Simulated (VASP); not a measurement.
## GaN: dielectric tensor with PBE

Crystal: GaN.

```
Ga N
1.0
     0.00000    2.27410    2.27410
     2.27410    0.00000    2.27410
     2.27410    2.27410    0.00000
Ga N
1 1
Cartesian
  0.0000 0.0000 0.0000
  3.4112 3.4112 3.4112
```

The cell is a database's computed one.

| Property | Result |
| --- | --- |
| Program | VASP 6.6.1 |
| Task | dielectric tensor |
| Functional | PBE |
| Potentials or basis | VASP PAW PBE potentials, release 64 (Ga_d, N) |
| Cutoff | 600 eV |
| k mesh | 18 × 18 × 18 |
| Occupations | gaussian, width 0.03 eV |
| Spin | no spin polarisation |
| Monkhorst-Pack mesh | yes |
| Further INCAR settings | ALGO = Fast; EDIFF = 1e-08 |

```
Electronic dielectric tensor (diagonal) : 6.09
Born charges (mean of the diagonal)     : Ga +2.68; N -2.68 e
```

Levels at points of the mesh, in eV from the valence-band top:
```
           k point  band 7  band 8  band 9  band 10  band 11  band 12
(0.03, 0.03, 0.03)   -0.12    0.00    0.00     1.67    10.09    10.15
```

Electronic dielectric tensor:
```
6.09 0.00 0.00
0.00 6.09 0.00
0.00 0.00 6.09
```

Born effective charge tensors (e):
atom 1, Ga
```
2.68 0.00 0.00
0.00 2.68 0.00
0.00 0.00 2.68
```
atom 2, N
```
-2.68  0.00  0.00
 0.00 -2.68  0.00
 0.00  0.00 -2.68
```

It took 55 min on 1 thread of AMD EPYC 9R45 96-Core Processor (Zen 5), on a shared host, peak memory 2.4 GiB.
